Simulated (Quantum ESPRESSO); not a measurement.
# TePb (Fm-3m) in Quantum ESPRESSO: further runs, part 3 of 3

Quantum ESPRESSO 7.5. The steps go on from the part before.

### 5 Phonons, PBE

pw.in reads:

```
&CONTROL
  calculation = 'scf'
  prefix = 'pwscf'
  outdir = './tmp'
  pseudo_dir = './pseudo'
  tprnfor = .true.
  tstress = .true.
  disk_io = 'low'
/
&SYSTEM
  ibrav = 0
  A = 4.56932402
  nat = 2
  ntyp = 2
  ecutwfc = 55
  ecutrho = 440
  nbnd = 16
  occupations = 'smearing'
  smearing = 'fd'
  degauss = 0.00367493
/
&ELECTRONS
  conv_thr = 4d-10
  electron_maxstep = 120
  mixing_beta = 0.5
/
ATOMIC_SPECIES
Pb   207.2000 Pb.pbe-dn-kjpaw_psl.0.2.2.UPF
Te   127.6000 Te_pbe_v1.uspp.F.UPF
CELL_PARAMETERS alat
   0.0000000000    0.7071067812    0.7071067812
   0.7071067812    0.0000000000    0.7071067812
   0.7071067812    0.7071067812    0.0000000000
ATOMIC_POSITIONS alat
Pb     0.0000000000    0.0000000000    0.0000000000
Te     0.7071067812    0.7071067812    0.7071067812
K_POINTS automatic
2 2 2 1 1 1
```

scf2.in reads:

```
&CONTROL
  calculation = 'scf'
  prefix = 'pwscf'
  outdir = './tmp'
  pseudo_dir = './pseudo'
  tprnfor = .true.
  tstress = .true.
  disk_io = 'low'
/
&SYSTEM
  ibrav = 0
  A = 4.56932402
  nat = 2
  ntyp = 2
  ecutwfc = 55
  ecutrho = 440
  nbnd = 16
  occupations = 'fixed'
/
&ELECTRONS
  conv_thr = 1d-13
  electron_maxstep = 120
  mixing_beta = 0.5
  startingpot = 'file'
  startingwfc = 'file'
/
ATOMIC_SPECIES
Pb   207.2000 Pb.pbe-dn-kjpaw_psl.0.2.2.UPF
Te   127.6000 Te_pbe_v1.uspp.F.UPF
CELL_PARAMETERS alat
   0.0000000000    0.7071067812    0.7071067812
   0.7071067812    0.0000000000    0.7071067812
   0.7071067812    0.7071067812    0.0000000000
ATOMIC_POSITIONS alat
Pb     0.0000000000    0.0000000000    0.0000000000
Te     0.7071067812    0.7071067812    0.7071067812
K_POINTS automatic
2 2 2 1 1 1
```

ph.in reads:

```
phonons of TePb
&INPUTPH
  prefix = 'pwscf'
  outdir = './tmp'
  tr2_ph = 1d-18
  fildyn = 'dyn'
  niter_ph = 90
  alpha_mix(1) = 0.7
  epsil = .true.
/
0.0000000000 0.0000000000 0.0000000000
```

dynmat.in reads:

```
&INPUT
  fildyn = 'dyn'
  asr = 'crystal'
  lperm = .true.
  filout = 'dynmat.disp'
  fileig = 'dynmat.eig'
/
```

dynmat_lo.in reads:

```
&INPUT
  fildyn = 'dyn'
  asr = 'crystal'
  filout = 'dynmat_lo.disp'
  fileig = 'dynmat_lo.eig'
  q(1) = 0
  q(2) = 0
  q(3) = 1
/
```

Potentials or basis: SSSP 1.3 efficiency PBE.

Launch:

```console
$ OMP_NUM_THREADS=1 pw.x -in pw.in > pw.out
$ OMP_NUM_THREADS=1 pw.x -in scf2.in > scf2.out
$ OMP_NUM_THREADS=1 ph.x -in ph.in > ph.out
$ OMP_NUM_THREADS=1 dynmat.x -in dynmat.in > dynmat.out
$ OMP_NUM_THREADS=1 dynmat.x -in dynmat_lo.in > dynmat_lo.out
```

pw.out:

```text
This program is part of the open-source Quantum ESPRESSO suite
     for quantum simulation of materials; please cite
         "P. Giannozzi et al., J. Phys.:Condens. Matter 21 395502 (2009);
         "P. Giannozzi et al., J. Phys.:Condens. Matter 29 465901 (2017);
         "P. Giannozzi et al., J. Chem. Phys. 152 154105 (2020);
     in publications or presentations arising from this work. More details at

     file Pb.pbe-dn-kjpaw_psl.0.2.2.UPF: wavefunction(s)  6S renormalized
     Message from routine setup:
     using ibrav=0 with symmetry is DISCOURAGED, use correct ibrav instead

     G-vector sticks info
     --------------------
     sticks:   dense  smooth     PW     G-vecs:    dense   smooth      PW
     Sum        2245    1135    313                70913    25101    3719

     Using Slab Decomposition

     bravais-lattice index     =            0
     lattice parameter (alat)  =       8.6348  a.u.
     unit-cell volume          =     455.2369 (a.u.)^3
     number of atoms/cell      =            2
     number of atomic types    =            2
     number of electrons       =        20.00
     number of Kohn-Sham states=           16
     kinetic-energy cutoff     =      55.0000  Ry
     charge density cutoff     =     440.0000  Ry
     scf convergence threshold =      4.0E-10
     mixing beta               =       0.5000
     number of iterations used =            8  plain     mixing
     Exchange-correlation= SLA  PW   PBE  PBE
                           (   1   4   3   4   0   0   0)

     celldm(1)=   8.634771  celldm(2)=   0.000000  celldm(3)=   0.000000
     celldm(4)=   0.000000  celldm(5)=   0.000000  celldm(6)=   0.000000

     crystal axes: (cart. coord. in units of alat)
               a(1) = (   0.000000   0.707107   0.707107 )
               a(2) = (   0.707107   0.000000   0.707107 )
               a(3) = (   0.707107   0.707107   0.000000 )

     reciprocal axes: (cart. coord. in units 2 pi/alat)
               b(1) = ( -0.707107  0.707107  0.707107 )
               b(2) = (  0.707107 -0.707107  0.707107 )
               b(3) = (  0.707107  0.707107 -0.707107 )

     PseudoPot. # 1 for Pb read from file:
     Pb.pbe-dn-kjpaw_psl.0.2.2.UPF
     Pseudo is Projector augmented-wave + core cor, Zval = 14.0
     Generated using "atomic" code by A. Dal Corso  v.5.0.99 svn rev. 10869
     Shape of augmentation charge: PSQ
     Using radial grid of 1281 points,  6 beta functions with:
                l(1) =   0
                l(2) =   0
                l(3) =   1
                l(4) =   1
                l(5) =   2
                l(6) =   2
     Q(r) pseudized with 0 coefficients

     PseudoPot. # 2 for Te read from file:
     Te_pbe_v1.uspp.F.UPF
     Pseudo is Ultrasoft + core correction, Zval =  6.0
     Generated by new atomic code, or converted to UPF format
     Using radial grid of  891 points,  5 beta functions with:
                l(1) =   0
                l(2) =   0
                l(3) =   1
                l(4) =   1
                l(5) =   2
     Q(r) pseudized with  6 coefficients,  rinner =    1.800   1.800   1.800
                                                       1.800   1.800

     atomic species   valence    mass     pseudopotential
     Pb               14.00   207.20000     Pb( 1.00)
     Te                6.00   127.60000     Te( 1.00)

     48 Sym. Ops., with inversion, found

   Cartesian axes

     site n.     atom                  positions (alat units)
         1        Pb     tau(   1) = (   0.0000000   0.0000000   0.0000000  )
         2        Te     tau(   2) = (   0.7071068   0.7071068   0.7071068  )

     number of k points=     2  Fermi-Dirac smearing, width (Ry)=  0.0037
                       cart. coord. in units 2pi/alat
        k(    1) = (   0.1767767   0.1767767   0.1767767), wk =   0.5000000
        k(    2) = (  -0.1767767  -0.1767767   0.5303301), wk =   1.5000000

     Dense  grid:    70913 G-vectors     FFT dimensions: (  60,  60,  60)

     Smooth grid:    25101 G-vectors     FFT dimensions: (  45,  45,  45)

     Initial potential from superposition of free atoms

     starting charge      19.9974, renormalised to      20.0000
     Starting wfcs are   13 randomized atomic wfcs +    3 random wfcs

     Self-consistent Calculation

     iteration #  1     ecut=    55.00 Ry     beta= 0.50
     Davidson diagonalization with overlap
     ethr =  1.00E-02,  avg # of iterations =  6.5

     Threshold (ethr) on eigenvalues was too large:
     Diagonalizing with lowered threshold

     Davidson diagonalization with overlap
     ethr =  1.19E-04,  avg # of iterations =  7.5

     total energy              =    -897.14681485 Ry
     estimated scf accuracy    <       0.02508387 Ry

     iteration #  2     ecut=    55.00 Ry     beta= 0.50
     Davidson diagonalization with overlap
     ethr =  1.25E-04,  avg # of iterations =  2.0

     total energy              =    -897.15365184 Ry
     estimated scf accuracy    <       0.00204310 Ry

     iteration #  3     ecut=    55.00 Ry     beta= 0.50
     Davidson diagonalization with overlap
     ethr =  1.02E-05,  avg # of iterations =  5.5

     total energy              =    -897.15502631 Ry
     estimated scf accuracy    <       0.00073777 Ry

     iteration #  4     ecut=    55.00 Ry     beta= 0.50
     Davidson diagonalization with overlap
     ethr =  3.69E-06,  avg # of iterations =  1.5

     total energy              =    -897.15511077 Ry
     estimated scf accuracy    <       0.00019537 Ry

     iteration #  5     ecut=    55.00 Ry     beta= 0.50
     Davidson diagonalization with overlap
     ethr =  9.77E-07,  avg # of iterations =  3.0

     total energy              =    -897.15513083 Ry
     estimated scf accuracy    <       0.00000215 Ry

     iteration #  6     ecut=    55.00 Ry     beta= 0.50
     Davidson diagonalization with overlap
     ethr =  1.07E-08,  avg # of iterations =  6.5

     total energy              =    -897.15514763 Ry
     estimated scf accuracy    <       0.00000123 Ry

     iteration #  7     ecut=    55.00 Ry     beta= 0.50
     Davidson diagonalization with overlap
     ethr =  6.14E-09,  avg # of iterations =  1.5

     total energy              =    -897.15514771 Ry
     estimated scf accuracy    <       0.00000048 Ry

     iteration #  8     ecut=    55.00 Ry     beta= 0.50
     Davidson diagonalization with overlap
     ethr =  2.39E-09,  avg # of iterations =  2.0

     total energy              =    -897.15514777 Ry
     estimated scf accuracy    <          9.8E-09 Ry

     iteration #  9     ecut=    55.00 Ry     beta= 0.50
     Davidson diagonalization with overlap
     ethr =  4.92E-11,  avg # of iterations =  7.5

     total energy              =    -897.15514781 Ry
     estimated scf accuracy    <          1.4E-09 Ry

     iteration # 10     ecut=    55.00 Ry     beta= 0.50
     Davidson diagonalization with overlap
     ethr =  7.03E-12,  avg # of iterations =  2.0

     total energy              =    -897.15514781 Ry
     estimated scf accuracy    <          2.1E-09 Ry

     iteration # 11     ecut=    55.00 Ry     beta= 0.50
     Davidson diagonalization with overlap
     ethr =  7.03E-12,  avg # of iterations =  2.0

     End of self-consistent calculation

          k = 0.1768 0.1768 0.1768 (  3134 PWs)   bands (ev):

    -9.1832  -9.1832  -9.1655  -9.1584  -9.1584  -4.1070   0.4530   6.2168
     6.2168   6.7606   9.6082   9.9196   9.9196  13.4904  14.3552  14.3552

          k =-0.1768-0.1768 0.5303 (  3140 PWs)   bands (ev):

    -9.2143  -9.1771  -9.1670  -9.1500  -9.1456  -3.1272  -0.5082   4.2385
     5.2869   5.5429  10.6220  10.8707  11.9528  12.6899  16.7863  17.2961

     the Fermi energy is     8.3394 ev

!    total energy              =    -897.15514781 Ry
     estimated scf accuracy    <          1.3E-10 Ry
     smearing contrib. (-TS)   =      -0.00000000 Ry
     internal energy E=F+TS    =    -897.15514781 Ry

     The total energy is F=E-TS. E is the sum of the following terms:
     one-electron contribution =     -43.19851308 Ry
     hartree contribution      =      35.36171635 Ry
     xc contribution           =     -58.78243313 Ry
     ewald contribution        =    -102.09821009 Ry
     one-center paw contrib.   =    -728.43770787 Ry

     convergence has been achieved in  11 iterations

     Forces acting on atoms (cartesian axes, Ry/au):

     atom    1 type  1   force =     0.00000000    0.00000000   -0.00000000
     atom    2 type  2   force =     0.00000000    0.00000000   -0.00000000

     Total force =     0.000000     Total SCF correction =     0.000000

     Computing stress (Cartesian axis) and pressure

          total   stress  (Ry/bohr**3)                   (kbar)     P=        1.19
   0.00000808  -0.00000000  -0.00000000            1.19       -0.00       -0.00
  -0.00000000   0.00000808  -0.00000000           -0.00        1.19       -0.00
  -0.00000000  -0.00000000   0.00000808           -0.00       -0.00        1.19

=------------------------------------------------------------------------------=
   JOB DONE.
=------------------------------------------------------------------------------=
```

Run time: 4.8 min. Hardware: 1 thread of Intel Xeon Platinum 8259CL at 2.50GHz (Skylake/Cascade Lake), shared host; peak memory 0.29 GiB.

Results:

- Free energy: -12206.4176 eV
- Pressure after relaxing: 0.1 GPa
- Highest phonon frequency at Γ, LO-TO splitting left out: 85 cm⁻¹

Levels at points of the mesh, in eV from the valence-band top:
| k point | band 6 | band 7 | band 8 | band 9 | band 10 | band 11 | band 12 | band 13 | band 14 | band 15 |
| --- | --- | --- | --- | --- | --- | --- | --- | --- | --- | --- |
| (0.25, 0.25, 0.25) | -10.87 | -6.31 | -0.54 | -0.54 | 0.00 | 2.85 | 3.16 | 3.16 | 6.73 | 7.59 |

Phonon frequencies in cm⁻¹ (negative: imaginary):
```tsv
q point	frequencies
(0.000, 0.000, 0.000)	-1 -1 -1 85 85 85
```

Optical modes at Γ, degenerate ones joined, polar ones without the macroscopic field:
```csv
cm⁻¹,components,symmetry,active in
85,3,T1u,IR
```

Caveat: the k mesh is coarse (spacing up to 0.84 Å⁻¹), so the values aren't converged.

### 6 Summary

| task | potentials or basis | cell | k mesh | cutoff (eV) | mesh quality | pressure (GPa) |
| --- | --- | --- | --- | --- | --- | --- |
| dielectric tensor | PseudoDojo 0.4.1 SR PBE standard | as given | 6 × 6 × 6, shifted | 1088 | not flagged | 2.1 |
| phonons | GBRV 1.5 PBE | relaxed | 2 × 2 × 2, shifted | 612 | coarse | 0.1 |
| phonons | JTH 2.0 PBE | relaxed | 2 × 2 × 2, shifted | 707 | coarse | 0.0 |
| phonons | SSSP 1.3 efficiency PBE | relaxed | 2 × 2 × 2, shifted | 748 | coarse | 0.1 |

Alike in all rows: level PBE; no spin polarisation; smearing fermi-dirac 0.05 eV.

Caveats: some runs use coarse meshes.

Absolute energies hang on the potentials; compare differences alone.

### 7 How close it comes

Step 2. Against the measured high-frequency dielectric constant of TePb, 36.9 (77 K; a printed reference work, monograph), the calculated 28.35 is off by -23.2 %. 2 values of this kind are on record (32.8 to 36.9); this one was drawn at random.
